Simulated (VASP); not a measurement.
# SnO2 (Cassiterite) (P4_2/mnm) in VASP: notebook, part 2 of 3

VASP 6.6.1. Earlier steps stand in the parts before.

### Step 3. Phonons, PBE

POSCAR reads:

```
SnO2
1.0
    4.7380000000      0.0000000000      0.0000000000
    0.0000000000      4.7380000000      0.0000000000
    0.0000000000      0.0000000000      3.1865000000
Sn O
2 4
Direct
    0.5000000000      0.5000000000      0.5000000000
    0.0000000000      0.0000000000      0.0000000000
    0.8071000000      0.1929000000      0.5000000000
    0.6929000000      0.6929000000      0.0000000000
    0.1929000000      0.8071000000      0.5000000000
    0.3071000000      0.3071000000      0.0000000000
```

INCAR.step1 reads:

```
PREC = Accurate
ENCUT = 600
EDIFF = 1E-8
ISMEAR = 0
SIGMA = 0.02
LREAL = False
LASPH = True
NELM = 100
ALGO = Fast
ISIF = 3
LWAVE = False
LCHARG = False
GGA = PE
IBRION = 2
NSW = 40
EDIFFG = -0.002
KPAR = 4
```

INCAR.step2 reads:

```
PREC = Accurate
ENCUT = 600
EDIFF = 1E-8
ISMEAR = 0
SIGMA = 0.02
LREAL = False
LASPH = True
NELM = 100
ALGO = Fast
ISIF = 2
LWAVE = False
LCHARG = False
GGA = PE
IBRION = 8
NSW = 1
LEPSILON = True
KPAR = 4
```

KPOINTS reads:

```
regular mesh
0
Gamma
  6 6 8
```

Potentials or basis: VASP PAW PBE potentials, release 64 (Sn_d, O).

The run is started by

```sh
> cat potpaw_PBE.64/Sn_d/POTCAR potpaw_PBE.64/O/POTCAR > POTCAR
> cp INCAR.step1 INCAR
> mpirun -np 4 vasp_std > vasp.out
> cp CONTCAR POSCAR
> cp INCAR.step2 INCAR
> mpirun -np 4 vasp_std > vasp.out
```

OUTCAR:

```text
PREC = Accurate
   ENCUT = 600
   EDIFF = 1E-8
   ISMEAR = 0
   LREAL = False
   LASPH = True
   NELM = 100
   ISIF = 2
   GGA = PE
   IBRION = 8
   NSW = 1
   LEPSILON = True

 ion  position               nearest neighbor table
   1  0.500  0.500  0.500-   4 2.09   6 2.09   4 2.09   6 2.09   5 2.09   3 2.09
   2  0.000  0.000  0.000-   3 2.09   5 2.09   3 2.09   5 2.09   4 2.09   6 2.09
   3  0.807  0.193  0.500-   2 2.09   2 2.09   1 2.09
   4  0.693  0.693  0.000-   1 2.09   1 2.09   2 2.09
   5  0.193  0.807  0.500-   2 2.09   2 2.09   1 2.09
   6  0.307  0.307  0.000-   1 2.09   1 2.09   2 2.09

  LATTYP: Found a simple tetragonal cell.
 ALAT       =     4.8303685176
 C/A-ratio  =     0.6712070428

  Lattice vectors:

 A1 = (   4.8303685176,   0.0000000000,   0.0000000000)
 A2 = (   0.0000000000,   4.8303685176,   0.0000000000)
 A3 = (   0.0000000000,   0.0000000000,   3.2421773681)

Analysis of symmetry for initial positions (statically):
=====================================================================
 Subroutine PRICEL returns:
 Original cell was already a primitive cell.

 Routine SETGRP: Setting up the symmetry group for a
 simple tetragonal supercell.

 Subroutine GETGRP returns: Found 16 space group operations
[... 1160 lines left out ...]
  4X     4.250478    3.494160    0.000000    1.963071    2.735583    0.000000   -0.278920    0.399921    0.000000  -11.908808   -8.373532    0.000000    3.602434   -0.404778    0.000000    2.371745    2.148646    0.000000
  4Y     3.494160    4.250478    0.000000    2.735583    1.963071    0.000000   -0.404778    3.602434    0.000000   -8.373532  -11.908808    0.000000    0.399921   -0.278920    0.000000    2.148646    2.371745    0.000000
  4Z     0.000000    0.000000    8.245485    0.000000    0.000000    0.415072    0.000000    0.000000    1.651769    0.000000    0.000000  -11.637378    0.000000    0.000000    1.651769    0.000000    0.000000   -0.326717
  5X     1.963071   -2.735583    0.000000    4.250478   -3.494160    0.000000    2.371745   -2.148646    0.000000    3.602434    0.404778    0.000000  -11.908808    8.373532    0.000000   -0.278920   -0.399921    0.000000
  5Y    -2.735583    1.963071    0.000000   -3.494160    4.250478    0.000000   -2.148646    2.371745    0.000000   -0.399921   -0.278920    0.000000    8.373532  -11.908808    0.000000    0.404778    3.602434    0.000000
  5Z     0.000000    0.000000    0.415072    0.000000    0.000000    8.245485    0.000000    0.000000   -0.326717    0.000000    0.000000    1.651769    0.000000    0.000000  -11.637378    0.000000    0.000000    1.651769
  6X     4.250478    3.494160    0.000000    1.963071    2.735583    0.000000    3.602434   -0.404778    0.000000    2.371745    2.148646    0.000000   -0.278920    0.399921    0.000000  -11.908808   -8.373532    0.000000
  6Y     3.494160    4.250478    0.000000    2.735583    1.963071    0.000000    0.399921   -0.278920    0.000000    2.148646    2.371745    0.000000   -0.404778    3.602434    0.000000   -8.373532  -11.908808    0.000000
  6Z     0.000000    0.000000    8.245485    0.000000    0.000000    0.415072    0.000000    0.000000    1.651769    0.000000    0.000000   -0.326717    0.000000    0.000000    1.651769    0.000000    0.000000  -11.637378

 Eigenvectors and eigenvalues of the dynamical matrix
 ----------------------------------------------------

   1 f  =   21.223606 THz   133.351847 2PiTHz  707.943280 cm-1    87.773741 meV
             X         Y         Z           dx          dy          dz
      2.415184  2.415184  1.621089     0.000000    0.000000   -0.000000
      0.000000  0.000000  0.000000     0.000000   -0.000000   -0.000000
      3.895845  0.934523  1.621089    -0.353553    0.353553   -0.000000
      3.349708  3.349708  0.000000    -0.353553   -0.353553   -0.000000
      0.934523  3.895845  1.621089     0.353553   -0.353553   -0.000000
      1.480661  1.480661  0.000000     0.353553    0.353553   -0.000000
[... 145 lines left out ...]
  18 f/i=    0.002474 THz     0.015543 2PiTHz    0.082517 cm-1     0.010231 meV
             X         Y         Z           dx          dy          dz
      2.415184  2.415184  1.621089    -0.000000    0.000000    0.627626
      0.000000  0.000000  0.000000    -0.000000    0.000000    0.627626
      3.895845  0.934523  1.621089    -0.000000    0.000000    0.230311
      3.349708  3.349708  0.000000    -0.000000    0.000000    0.230311
      0.934523  3.895845  1.621089    -0.000000    0.000000    0.230311
      1.480661  1.480661  0.000000    -0.000000    0.000000    0.230311

--------------------------------------------------------------------------------------------------------

 MACROSCOPIC STATIC DIELECTRIC TENSOR IONIC CONTRIBUTION
 ------------------------------------------------------
           9.024156    -0.000000     0.000000
          -0.000000     9.024156    -0.000000
           0.000000    -0.000000     5.616866
 ------------------------------------------------------

 ELASTIC MODULI CONTR FROM IONIC RELAXATION (kBar)
 Direction    XX          YY          ZZ          XY          YZ          ZX
 --------------------------------------------------------------------------------
 XX         -78.7595     29.2053    -56.4723      0.0000      0.0000     -0.0000
 YY          29.2053    -78.7595    -56.4723      0.0000     -0.0000      0.0000
 ZZ         -56.4723    -56.4723   -128.7129      0.0000     -0.0000      0.0000
 XY           0.0000     -0.0000      0.0000    -11.3431      0.0000     -0.0000
 YZ           0.0000     -0.0000     -0.0000      0.0000   -123.6202      0.0000
 ZX          -0.0000      0.0000      0.0000     -0.0000      0.0000   -162.0622
 --------------------------------------------------------------------------------

 PIEZOELECTRIC TENSOR IONIC CONTR  for field in x, y, z        (C/m^2)
          XX          YY          ZZ          XY          YZ          ZX
  --------------------------------------------------------------------------------
  x    -0.00000     0.00000    -0.00000     0.00000    -0.00000    -0.00000
  y    -0.00000     0.00000     0.00000    -0.00000    -0.00000     0.00000
  z     0.00000    -0.00000    -0.00000     0.00000    -0.00000    -0.00000
```

OUTCAR.step1:

```text
PREC = Accurate
   ENCUT = 600
   EDIFF = 1E-8
   ISMEAR = 0
   LREAL = False
   LASPH = True
   NELM = 100
[... 1257 lines left out ...]
  -------------------------------------------------------------------------------------
  Total        0.0025393      0.0025393      0.0029752     -0.0000000      0.0000000      0.0000000
  in kB        0.0537810      0.0537810      0.0630129     -0.0000000      0.0000000      0.0000000
  external PRESSURE =       0.0568583 kB  Pullay stress =       0.0000000 kB
[... 21 lines left out ...]
  FREE ENERGIE OF THE ION-ELECTRON SYSTEM (eV)
  ---------------------------------------------------
  free  energy   TOTEN  =       -37.3118153450 eV

  energy  without entropy=      -37.3118153450  energy(sigma->0) =      -37.31181534

 reached required accuracy - stopping structural energy minimisation
```

Run time: 14 min. Hardware: 4 MPI ranks of Intel Xeon Platinum 8488C (Sapphire Rapids), shared host; peak memory 0.74 GiB.

Results:

```yaml
Relaxed_volume: 12.61 Å³/atom
Relaxed_cell: a = 4.830 Å, b = 4.830 Å, c = 3.242 Å, α = 90.00°, β = 90.00°, γ = 90.00°
Space_group_after_relaxing_to_0.05_Å: P4_2/mnm (No. 136)
Electronic_dielectric_tensor_diagonal: 4.82, 4.82, 4.96
Born_charges_mean_of_the_diagonal: Sn +4.25; O -2.13 e
Highest_phonon_frequency_at_Γ_LO-TO_splitting_left_out: 708 cm⁻¹
```

Step by step:
| step | energy change (eV) | largest force (eV/Å) | pressure (GPa) | volume (Å³) |
| --- | --- | --- | --- | --- |
| 1 | 0.0000 | 0.2934 | 11.60 | 71.53 |
| 2 | 0.0632 | 0.3604 | -10.53 | 80.84 |
| 3 | -0.1403 | 0.0640 | 0.01 | 75.51 |
| 4 | -0.1403 | 0.0581 | 0.21 | 75.43 |
| 5 | -0.1420 | 0.0038 | 0.09 | 75.57 |
| 6 | -0.1421 | 0.0185 | 0.05 | 75.63 |
| 7 | -0.1422 | 0.0018 | -0.06 | 75.67 |
| 8 | -0.1422 | 0.0021 | -0.06 | 75.67 |
| 9 | -0.1422 | 0.0013 | 0.03 | 75.64 |
| 10 | -0.1422 | 0.0002 | 0.01 | 75.65 |

Final structure:
```yaml
crystal:
  lattice:
    - [4.83037, 0.00000, 0.00000]
    - [0.00000, 4.83037, 0.00000]
    - [0.00000, 0.00000, 3.24218]
  atoms:
    - { symbol: Sn, position: [0.50000, 0.50000, 0.50000] }
    - { symbol: Sn, position: [0.00000, 0.00000, 0.00000] }
    - { symbol: O, position: [0.80653, 0.19347, 0.50000] }
    - { symbol: O, position: [0.69347, 0.69347, 0.00000] }
    - { symbol: O, position: [0.19347, 0.80653, 0.50000] }
    - { symbol: O, position: [0.30653, 0.30653, 0.00000] }
```

Phonon frequencies in cm⁻¹ (negative: imaginary):
```tsv
q point	frequencies
(0.000, 0.000, 0.000)	0 0 0 108 141 220 220 262 262 341 432 438 438 529 552 552 585 708
```

Electronic dielectric tensor:
```
4.82 0.00 0.00
0.00 4.82 0.00
0.00 0.00 4.96
```

Born effective charge tensors (e):
atom 1, Sn
```
 4.12 -0.53  0.00
-0.53  4.12  0.00
 0.00  0.00  4.51
```
atom 2, Sn
```
4.12 0.53 0.00
0.53 4.12 0.00
0.00 0.00 4.51
```
atom 3, O
```
-2.06  0.76  0.00
 0.76 -2.06  0.00
 0.00  0.00 -2.25
```
atom 4, O
```
-2.06 -0.76  0.00
-0.76 -2.06  0.00
 0.00  0.00 -2.25
```
atom 5, O
```
-2.06  0.76  0.00
 0.76 -2.06  0.00
 0.00  0.00 -2.25
```
atom 6, O
```
-2.06 -0.76  0.00
-0.76 -2.06  0.00
 0.00  0.00 -2.25
```

### Step 4. Band structure, PBE, spin-orbit coupling, no magnetisation

INCAR reads:

```
SYSTEM = SnO2
ALGO = Normal
EDIFF = 1E-6
ENCUT = 520
GGA = PE
GGA_COMPAT = .False.
ISIF = 2
ISMEAR = 0
KPAR = 4
LASPH = .True.
LCHARG = .False.
LORBIT = 11
LREAL = .False.
LSORBIT = .True.
LWAVE = .False.
MAGMOM = 0 0 0 0 0 0 0 0 0 0 0 0 0 0 0 0 0 0
NBANDS = 68
NELM = 100
PREC = Accurate
SIGMA = 0.02
```

KPOINTS reads:

```
k-points
0
Gamma
  4 4 6
  0 0 0
```

POSCAR is that of step 3.

KPOINTS_OPT reads:

```
path GXMGZRAZ,XR,MA
20
line-mode
reciprocal
 0.0000000000  0.0000000000  0.0000000000  G
 0.0000000000  0.5000000000  0.0000000000  X

 0.0000000000  0.5000000000  0.0000000000  X
 0.5000000000  0.5000000000  0.0000000000  M

 0.5000000000  0.5000000000  0.0000000000  M
 0.0000000000  0.0000000000  0.0000000000  G

 0.0000000000  0.0000000000  0.0000000000  G
 0.0000000000  0.0000000000  0.5000000000  Z

 0.0000000000  0.0000000000  0.5000000000  Z
 0.0000000000  0.5000000000  0.5000000000  R

 0.0000000000  0.5000000000  0.5000000000  R
 0.5000000000  0.5000000000  0.5000000000  A

 0.5000000000  0.5000000000  0.5000000000  A
 0.0000000000  0.0000000000  0.5000000000  Z

 0.0000000000  0.5000000000  0.0000000000  X
 0.0000000000  0.5000000000  0.5000000000  R

 0.5000000000  0.5000000000  0.0000000000  M
 0.5000000000  0.5000000000  0.5000000000  A
```

The run is started by

```sh
> cat potpaw_PBE.64/Sn_d/POTCAR potpaw_PBE.64/O/POTCAR > POTCAR
> mpirun -np 4 vasp_ncl > vasp.out
```

Run time: 3.5 min. Hardware: 4 MPI ranks of Intel Xeon 6975P-C (Granite Rapids), shared host; peak memory 0.5 GiB.

The run converged. Its results:

| Quantity | Value |
| --- | --- |
| Free energy | -37.2320 eV |
| Pressure | 11.7 GPa |
| Largest force | 0.293 eV/Å |
| Valence electrons inside the program's atomic spheres | Sn 12.37; O 5.08 |

Forces in eV/Å, atoms in the order of the input:
```
Sn   0.000  0.000  0.000
Sn   0.000  0.000  0.000
O   -0.207  0.207  0.000
O    0.207  0.207  0.000
O    0.207 -0.207  0.000
O   -0.207 -0.207  0.000
```

Stress tensor (GPa, compression positive):
```
10.64  0.00  0.00
 0.00 10.64  0.00
 0.00  0.00 13.92
```

(Continued in part 3 of 3.)
